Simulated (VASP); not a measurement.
A run of VASP 6.6.1 is set up as follows.

POSCAR

```
C
1.0
    2.4801382466      0.0000000000      0.0000000000
   -1.2400691233      2.1478627264      0.0000000000
    0.0000000000      0.0000000000      8.6069813260
C
2
Direct
    0.3333333333      0.6666666667      0.0000000000
    0.6666666667      0.3333333333      0.0000000000
```

The input INCAR.step1:

```
ALGO = Normal
EDIFF = 1E-4
ENCUT = 520
GGA = PE
ISMEAR = 0
LASPH = T
LCHARG = F
LREAL = F
LWAVE = T
NBANDS = 11
NELM = 100
PREC = Accurate
SIGMA = 0.1
```

File INCAR.step2:

```
ALGO = Normal
EDIFF = 1E-6
ENCUT = 520
ISIF = 2
ISMEAR = 0
ISTART = 1
LASPH = T
LCHARG = F
LMIXTAU = T
LREAL = F
LWAVE = F
METAGGA = R2SCAN
NBANDS = 11
NELM = 100
PREC = Accurate
SIGMA = 0.1
```

KPOINTS

```
k-points
0
Gamma
  3 3 1
```

Potentials or basis: VASP PAW PBE potentials, release 64 (C).

Run with:

```sh
$ cat potpaw_PBE.64/C/POTCAR > POTCAR
$ cp INCAR.step1 INCAR
$ mpirun -np 1 vasp_std > vasp.out
$ cp INCAR.step2 INCAR
$ mpirun -np 1 vasp_std > vasp.out
```

(1) Predict the band gap on the k mesh.

## Answers

(1) none (metal or under the smearing width).

Caveat: the k mesh is coarse (spacing up to 0.98 Å⁻¹), so the values aren't converged.
